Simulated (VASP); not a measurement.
# GaAs (F-43m) in VASP: a series of runs

The runs below take GaAs through single point, with PBE.

Program: VASP 6.6.1. These are calculated values, not measurements. Logs are shortened: lines on timing, memory, paths and dates and some standing lists are left out, and cuts for length are marked.

## Step 1: The structure

Symmetry: F-43m, No. 216, cubic system. The conventional cell has a = 5.654 Å, b = 5.654 Å, c = 5.654 Å, α = 90.00°, β = 90.00°, γ = 90.00°. As (site symmetry -43m) is surrounded by 4 Ga at 2.45 Å. Ga (site symmetry -43m) has 4 As at 2.45 Å as nearest neighbours.

## Step 2: Single point, PBE, spin-orbit coupling, no magnetisation

The input, INCAR:

```
SYSTEM = GaAs
PREC = Accurate ; ENCUT = 350
EDIFF = 1E-4 ; ISMEAR = 0
SIGMA = 0.02 ; LREAL = .False.
LASPH = .True. ; NELM = 100
ALGO = Normal ; ISIF = 2
LWAVE = .False. ; LCHARG = .False.
LNONCOLLINEAR = .True. ; MAGMOM = 0 0 0 0 0 0
LORBIT = 11 ; LSORBIT = .True.
GGA_COMPAT = .False. ; GGA = PE
NBANDS = 34
```

The input, KPOINTS:

```
Automatic mesh
0
Gamma
  7 7 7
  0 0 0
```

The input, POSCAR:

```
GaAs
1.0
    0.0000000000      2.8268500000      2.8268500000
    2.8268500000      0.0000000000      2.8268500000
    2.8268500000      2.8268500000      0.0000000000
As Ga
1 1
Direct
    0.7500000000      0.7500000000      0.7500000000
    0.0000000000      0.0000000000      0.0000000000
```

Potentials or basis: VASP PAW PBE potentials, release 64 (As, Ga_d).

On the command line:

```console
$ cat potpaw_PBE.64/As/POTCAR potpaw_PBE.64/Ga_d/POTCAR > POTCAR
$ mpirun -np 1 vasp_ncl > vasp.out
```

OUTCAR:

```text
SYSTEM = GaAs
   PREC = Accurate
   ENCUT = 350
   EDIFF = 1E-4
   ISMEAR = 0
   LREAL = .False.
   LASPH = .True.
   NELM = 100
   ISIF = 2
   LNONCOLLINEAR = .True.
   LORBIT = 11
   LSORBIT = .True.
   GGA = PE

 Found     30 irreducible k-points:

 Following reciprocal coordinates:
            Coordinates               Weight
  0.000000  0.000000  0.000000      1.000000
  0.142857  0.000000  0.000000      4.000000
 -0.142857  0.000000  0.000000      4.000000
  0.285714  0.000000  0.000000      4.000000
 -0.285714  0.000000  0.000000      4.000000
  0.428571  0.000000  0.000000      4.000000
   k-points           NKPTS =     30   k-points in BZ     NKDIM =     30   number of bands    NBANDS=     34
   number of dos      NEDOS =    301   number of ions     NIONS =      2
   total plane-waves  NPLWV =  13824
   dimension x,y,z NGX =    24 NGY =   24 NGZ =   24
   dimension x,y,z NGXF=    48 NGYF=   48 NGZF=   48
   ions per type =               1   1
   NGX,Y,Z   is equivalent  to a cutoff of   9.98,  9.98,  9.98 a.u.
   NGXF,Y,Z  is equivalent  to a cutoff of  19.96, 19.96, 19.96 a.u.
 SYSTEM =  GaAs
   PREC   = accura    normal or accurate (medium, high low for compatibility)
   ISTART =      0    job   : 0-new  1-cont  2-samecut
   ICHARG =      2    charge: 1-file 2-atom 10-const
   ISPIN  =      1    spin polarized calculation?
   LNONCOLLINEAR =      T non collinear calculations
   LSORBIT =      T    spin-orbit coupling
   LASPH  =      T    aspherical Exc in radial PAW
   ENCUT  =  350.0 eV  25.72 Ry    5.07 a.u.   6.10  6.10  6.10*2*pi/ulx,y,z
   NELM   =    100;   NELMIN=  2; NELMDL= -5     # of ELM steps
   EDIFF  = 0.1E-03   stopping-criterion for ELM
   LREAL  =      F    real-space projection
   EDIFFG = 0.1E-02   stopping-criterion for IOM
   NSW    =      0    number of steps for IOM
   IBRION =     -1    ionic relax: 0-MD 1-quasi-New 2-CG
   NFREE  =      0    steps in history (QN), initial steepest desc. (CG)
   ISIF   =      2    stress and relaxation
   ISYM   =      2    0-nonsym 1-usesym 2-fastsym
   POTIM  = 0.5000    time-step for ionic-motion
   TEBEG  =    0.0;   TEEND  =   0.0 temperature during run
   PSTRESS=    0.0 pullay stress
   NELECT =      18.0000    total number of electrons
   NUPDOWN=      -1.0000    fix difference up-down
   EMIN   =  10.00;   EMAX   =-10.00  energy-range for DOS
   EFERMI =   0.00;   METHOD = LEGACY
   ISMEAR =     0;   SIGMA  =   0.02  broadening in eV -4-tet -1-fermi 0-gaus
   EFERMI_NEDOS =   21; number of points for ismear=-14 and -15
   IALGO  =     38    algorithm
   IMIX   =      4    mixing-type and parameters
     AMIX     =   0.40;   BMIX     =  1.00
     AMIX_MAG =   1.60;   BMIX_MAG =  1.00
  volume/ion in A,a.u.               =      22.59       152.44
  Fermi-wavevector in a.u.,A,eV,Ry     =   1.204628  2.276417 19.743799  1.451128
  Thomas-Fermi vector in A             =   2.340347
   LORBIT       =     11    0 simple, 1 ext, 2 COOP (PROOUT), +10 PAW based schemes
[... 250 lines left out ...]
  energy-cutoff  :      350.00
  volume of cell :       45.18
      direct lattice vectors                 reciprocal lattice vectors
     0.000000000  2.826850000  2.826850000    -0.176875321  0.176875321  0.176875321
     2.826850000  0.000000000  2.826850000     0.176875321 -0.176875321  0.176875321
     2.826850000  2.826850000  0.000000000     0.176875321  0.176875321 -0.176875321

 POSITION                                       TOTAL-FORCE (eV/Angst)
 -----------------------------------------------------------------------------------
      4.24027      4.24027      4.24027         0.000000      0.000000      0.000000
      0.00000      0.00000      0.00000        -0.000000     -0.000000     -0.000000
 -----------------------------------------------------------------------------------
    total drift:                               -0.000006     -0.000006     -0.000006

  FREE ENERGIE OF THE ION-ELECTRON SYSTEM (eV)
  ---------------------------------------------------
  free  energy   TOTEN  =        -8.2585296295 eV

  energy  without entropy=       -8.2585296295  energy(sigma->0) =       -8.25852963

 Spin-Orbit-Coupling matrix elements

 Ion:    1  E_soc:     -0.0237389
 l=   1
     0.0000000    -0.0039489    -0.0039489
    -0.0039489     0.0000000    -0.0039489
    -0.0039489    -0.0039489     0.0000000
 l=   2
     0.0000000    -0.0000038     0.0000000    -0.0000038    -0.0000038
    -0.0000038     0.0000000    -0.0000029    -0.0000038    -0.0000010
     0.0000000    -0.0000029     0.0000000    -0.0000029     0.0000000
    -0.0000038    -0.0000038    -0.0000029     0.0000000    -0.0000010
    -0.0000038    -0.0000010     0.0000000    -0.0000010     0.0000000
 l=   3
     0.0000000     0.0000000     0.0000000     0.0000000     0.0000000     0.0000000     0.0000000
     0.0000000     0.0000000     0.0000000     0.0000000     0.0000000     0.0000000     0.0000000
     0.0000000     0.0000000     0.0000000     0.0000000     0.0000000     0.0000000     0.0000000
     0.0000000     0.0000000     0.0000000     0.0000000     0.0000000     0.0000000     0.0000000
     0.0000000     0.0000000     0.0000000     0.0000000     0.0000000     0.0000000     0.0000000
     0.0000000     0.0000000     0.0000000     0.0000000     0.0000000     0.0000000     0.0000000
     0.0000000     0.0000000     0.0000000     0.0000000     0.0000000     0.0000000     0.0000000

 Ion:    2  E_soc:     -0.0119396
 l=   1
     0.0000000    -0.0011580    -0.0011580
    -0.0011580     0.0000000    -0.0011580
    -0.0011580    -0.0011580     0.0000000
 l=   2
     0.0000000    -0.0001661     0.0000000    -0.0001661    -0.0006658
    -0.0001661     0.0000000    -0.0004993    -0.0001661    -0.0001664
     0.0000000    -0.0004993     0.0000000    -0.0004993     0.0000000
    -0.0001661    -0.0001661    -0.0004993     0.0000000    -0.0001664
    -0.0006658    -0.0001664     0.0000000    -0.0001664     0.0000000
 l=   3
     0.0000000     0.0000000     0.0000000     0.0000000     0.0000000     0.0000000     0.0000000
     0.0000000     0.0000000     0.0000000     0.0000000     0.0000000     0.0000000     0.0000000
     0.0000000     0.0000000     0.0000000     0.0000000     0.0000000     0.0000000     0.0000000
     0.0000000     0.0000000     0.0000000     0.0000000     0.0000000     0.0000000     0.0000000
     0.0000000     0.0000000     0.0000000     0.0000000     0.0000000     0.0000000     0.0000000
     0.0000000     0.0000000     0.0000000     0.0000000     0.0000000     0.0000000     0.0000000
     0.0000000     0.0000000     0.0000000     0.0000000     0.0000000     0.0000000     0.0000000

 total charge

# of ion       s       p       d       tot
------------------------------------------
    1        1.208   1.601   0.031   2.841
    2        0.881   0.804   9.993  11.678
--------------------------------------------------
tot          2.089   2.405  10.024  14.518

 magnetization (x)

# of ion       s       p       d       tot
------------------------------------------
    1        0.000  -0.000  -0.000   0.000
    2        0.000   0.000   0.000   0.000
--------------------------------------------------
tot          0.000  -0.000  -0.000   0.000

 magnetization (y)

# of ion       s       p       d       tot
------------------------------------------
    1        0.000   0.000  -0.000  -0.000
    2        0.000   0.000  -0.000  -0.000
--------------------------------------------------
tot          0.000   0.000  -0.000  -0.000

 magnetization (z)

# of ion       s       p       d       tot
------------------------------------------
    1       -0.000   0.000   0.000   0.000
    2        0.000  -0.000   0.000   0.000
--------------------------------------------------
tot         -0.000   0.000   0.000   0.000
```

Run time: 25 s. Hardware: 1 thread of Intel Xeon Platinum 8488C (Sapphire Rapids), shared host; peak memory 0.21 GiB.

The run converged, but some of its settings lie outside the range that counts as converged, so its numbers aren't taken as properties of the crystal.

Results:

- Free energy: -8.2585 eV
- Pressure: 3.6 GPa
- Valence electrons inside the program's atomic spheres: As 2.84; Ga 11.68

Caveat: the cutoff is under 1.25 times the usual one of these potentials, so pressure, stress and relaxed cells hold a basis-set (Pulay) error.

## Step 3: Single point, PBE, spin-orbit coupling, no magnetisation

Changes to INCAR since step 2:

```diff
@@ -1,4 +1,4 @@
 SYSTEM = GaAs
-PREC = Accurate ; ENCUT = 350
-EDIFF = 1E-4 ; ISMEAR = 0
+PREC = Normal ; ENCUT = 350
+EDIFF = 1E-7 ; ISMEAR = 0
 SIGMA = 0.02 ; LREAL = .False.
```

KPOINTS is that of step 2.

POSCAR is that of step 2.

Potentials or basis: VASP PAW PBE potentials, release 64 (As, Ga_d).

On the command line:

```console
$ cat potpaw_PBE.64/As/POTCAR potpaw_PBE.64/Ga_d/POTCAR > POTCAR
$ mpirun -np 1 vasp_ncl > vasp.out
```

Wall time 22 s (1 thread of Intel Xeon Platinum 8488C (Sapphire Rapids), shared host); peak memory 0.17 GiB.

These settings aren't checked as converged: the numbers below hold their error.

Results:

- Free energy: -8.2588 eV
- Pressure: 3.3 GPa
- Valence electrons inside the program's atomic spheres: As 2.84; Ga 11.68

Caveat: the cutoff is under 1.25 times the usual one of these potentials, so pressure, stress and relaxed cells hold a basis-set (Pulay) error.

## Step 4: Single point, PBE, spin-orbit coupling, no magnetisation

Changes to INCAR since step 3:

```diff
@@ -1,6 +1,6 @@
 SYSTEM = GaAs
-PREC = Normal ; ENCUT = 350
+PREC = Accurate ; ENCUT = 350
 EDIFF = 1E-7 ; ISMEAR = 0
 SIGMA = 0.02 ; LREAL = .False.
-LASPH = .True. ; NELM = 100
+LASPH = .False. ; NELM = 100
 ALGO = Normal ; ISIF = 2
```

KPOINTS is that of step 3.

POSCAR is that of step 3.

On the command line:

```console
$ cat potpaw_PBE.64/As/POTCAR potpaw_PBE.64/Ga_d/POTCAR > POTCAR
$ mpirun -np 1 vasp_ncl > vasp.out
```

It took 30 s on 1 thread of Intel Xeon Platinum 8488C (Sapphire Rapids), shared host; peak memory 0.21 GiB.

These settings aren't checked as converged: the numbers below hold their error.

Results:

```yaml
Free_energy: -8.2555 eV
Pressure: 3.3 GPa
Valence_electrons_inside_the_program's_atomic_spheres: As 2.84; Ga 11.68
```

Caveat: the cutoff is under 1.25 times the usual one of these potentials, so pressure, stress and relaxed cells hold a basis-set (Pulay) error.

## Step 5: Single point, PBE, spin-orbit coupling, no magnetisation

Changes to INCAR since step 4:

```diff
@@ -1,6 +1,6 @@
 SYSTEM = GaAs
-PREC = Accurate ; ENCUT = 350
+PREC = Accurate ; ENCUT = 500
 EDIFF = 1E-7 ; ISMEAR = 0
 SIGMA = 0.02 ; LREAL = .False.
-LASPH = .False. ; NELM = 100
+LASPH = .True. ; NELM = 100
 ALGO = Normal ; ISIF = 2
```

The input, KPOINTS:

```
Automatic mesh
0
Gamma
  6 6 6
  0 0 0
```

POSCAR is that of step 4.

On the command line:

```console
$ cat potpaw_PBE.64/As/POTCAR potpaw_PBE.64/Ga_d/POTCAR > POTCAR
$ mpirun -np 1 vasp_ncl > vasp.out
```

Wall time 64 s (1 thread of Intel Xeon Platinum 8488C (Sapphire Rapids), shared host); peak memory 0.29 GiB.

The run converged, but some of its settings lie outside the range that counts as converged, so its numbers aren't taken as properties of the crystal.

What came out:

- Free energy: -8.2447 eV
- Pressure: 3.4 GPa
- Valence electrons inside the program's atomic spheres: As 2.84; Ga 11.68

## Step 6: The reference run

An earlier run on the cell as given: functional PBEsol; potentials or basis VASP PAW PBE potentials, release 64 (As, Ga_d); cutoff 520 eV; k mesh 8 × 8 × 8; occupations fermi-dirac, width 0.05 eV; no spin polarisation.

- Pressure: 0.3 GPa
- Band gap on the k mesh: 0.46 eV, direct
